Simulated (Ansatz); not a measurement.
input.yaml

```yaml
crystal:
  lattice:
    - [0.0, 3.0472938, 3.0472938]
    - [3.0472938, 0.0, 3.0472938]
    - [3.0472938, 3.0472938, 0.0]
  atoms:
    - { symbol: Cd, position: [0.0, 0.0, 0.0] }
    - { symbol: S, position: [0.75, 0.75, 0.75] }
basis:
  ecutwfc: 420
kpoints:
  mp_grid: { grid: [8, 8, 8] }
hamiltonian:
  xc: pbe
scf:
  occupations: { method: gaussian, width: 0.02 }
output:
  forces: true
  stress: true
  eigenvalues: true
```

Launched with
```bash
ansatz run input.yaml --threads 1 --pin off --max-ram 1331MiB --backend cpu --events-out ev --progress --plain --runs-dir out
```

Computed with DFT PBE, scalar-relativistic, plane waves, PAW in Ansatz.

Part of what the program printed, abridged:

```
Pseudopotentials: kind: paw
Pseudopotential: Cd, paw, valence charge 20, recommended cutoff 420 eV (normal)
Pseudopotential: S, paw, valence charge 6, recommended cutoff 420 eV (normal)
Functional definition: PBE
Crystal: 2 atoms, lattice volume = 56.594 Å³
Basis set: ecut = 420 eV, 1067 PW (Γ), exchange–correlation on 60×60×60 points (8 copies of the dense FFT grid, shifted against one another)
Bands: 17, of which v1, the nominal top of the filled ones, is band 13 counted from 1 (12 counted from 0)
Symmetry: 24 space group operations
Space group: F-43m (ITA 216), of the structure as read, at distance tolerance 3.8e-5 Å
k-points: 29 of 512 (time reversal used)
Initial density: superposition of atomic densities (neutral atoms: chi_scale 0, normalization atom), corrected by the library's trained network
Initial wavefunctions: pseudopotential atomic-orbital guess
Functional: x = pbe(κ = 0.804, μ = 0.21951497), c = pbe(β = 0.06672455)
SCF iter   1: F=—  HF=-9157.771161 eV  |F-HF|=—  |Δ(HF+E_count)|=         —  Δρ=7.46e-4  dr2=6.35e-4  ethr=1.77e-3  ⟨swp⟩=5.9  Hψ=2472  notcnv=0
SCF iter   2: F=—  HF=-9157.771711 eV  |F-HF|=—  |Δ(HF+E_count)|=   5.50e-4  Δρ=3.74e-4  dr2=6.26e-5  ethr=2.44e-6  ⟨swp⟩=2.1  Hψ=1132  notcnv=0
SCF iter   3: F=—  HF=-9157.771741 eV  |F-HF|=—  |Δ(HF+E_count)|=   3.02e-5  Δρ=1.13e-4  dr2=4.29e-6  ethr=2.41e-7  ⟨swp⟩=2.0  Hψ=725  notcnv=0
SCF iter   4: F=—  HF=-9157.771761 eV  |F-HF|=—  |Δ(HF+E_count)|=   2.03e-5  Δρ=4.60e-5  dr2=6.06e-7  ethr=1.65e-8  ⟨swp⟩=2.0  Hψ=754  notcnv=0
SCF iter   5: F=-9157.771765 eV  HF=-9157.771765 eV  |F-HF|=7.27e-8  |Δ(HF+E_count)|=   3.82e-6  Δρ=4.77e-6  dr2=1.33e-8  ethr=2.33e-9  ⟨swp⟩=2.0  Hψ=754  notcnv=0
SCF iter   6: F=-9157.771765 eV  HF=-9157.771765 eV  |F-HF|=4.17e-10  |Δ(HF+E_count)|=   8.61e-8  Δρ=9.65e-7  dr2=3.89e-10  ethr=5.12e-11  ⟨swp⟩=2.0  Hψ=1716  notcnv=0
SCF 1 converged in 6 iterations: F = -9157.771765 eV  dr2 = 3.89e-10
SCF converged after 6 iterations
Free energy (F): -9157.771765 eV
Harris-Foulkes:  -9157.771765 eV  (|F-HF|=4.17e-10)
Internal energy: -9157.771765 eV  (E = F + TS)
E sigma→0 (E₀):  -9157.771765 eV
Fermi energy:    5.619191 eV
--- Per-component energies (eV) ---
  E_band       = -544.098767
  E_kinetic    = 609.010117
  E_local      = -4205.003823  (includes V_loc(G=0)·N_el)
  E_nonlocal   = 62.294472
  E_hartree    = 1921.386288
  E_xc         = -272.436589
  E_vxc        = -307.109492  (∫ρ·V_xc dr)
  E_paw        = -4684.142249  (= ΣΔE_a)
  E_vpaw       = -546.061533  (= ΣTr[D̂ρ^β])
  E_aug_tail   = 0.000015  (compensation charges beyond the density's cutoff)
  E_ewald      = -2588.879996
  E_smearing   =  0.000000  (= −TS)
--- Forces (eV/Å), atoms counted from 1 ---
  atom   1  Cd     0.00000000     0.00000000     0.00000000
  atom   2  S      0.00000000     0.00000000     0.00000000
--- Stress (GPa, compression-positive) ---
       -3.693511       0.000000       0.000000
        0.000000      -3.693511       0.000000
        0.000000       0.000000      -3.693511
  P = ⅓ Tr σ = -3.6935 GPa (-36.935 kbar)
--- Band table (eV; the first three rows and the last of 29) ---
  k-point 0: bands = ["-95.9340", "-57.0041", "-57.0041", "-57.0041", "-6.4580", "-2.1579", "-2.1579", "-2.1579", "-1.8355", "-1.8355", "5.1927", "5.1927", "5.1927", "6.0451", "11.7042", "11.7042", "11.7042"]
  k-point 1: bands = ["-95.9340", "-57.0042", "-57.0041", "-57.0041", "-6.4120", "-2.1423", "-2.1423", "-2.1108", "-1.8360", "-1.8360", "4.2458", "5.0992", "5.0992", "6.8722", "11.4126", "11.8702", "11.8702"]
  k-point 2: bands = ["-95.9340", "-57.0042", "-57.0041", "-57.0041", "-6.3006", "-2.1086", "-2.1086", "-1.9564", "-1.8321", "-1.8321", "2.9981", "4.8871", "4.8871", "7.6666", "11.3016", "12.1379", "12.1379"]
  k-point 28: bands = ["-95.9340", "-57.0043", "-57.0043", "-57.0042", "-6.0473", "-1.9902", "-1.9878", "-1.8615", "-1.8255", "-1.3922", "1.8731", "3.4375", "3.4537", "10.0342", "10.6235", "12.1269", "13.2160"]
```

The run converged.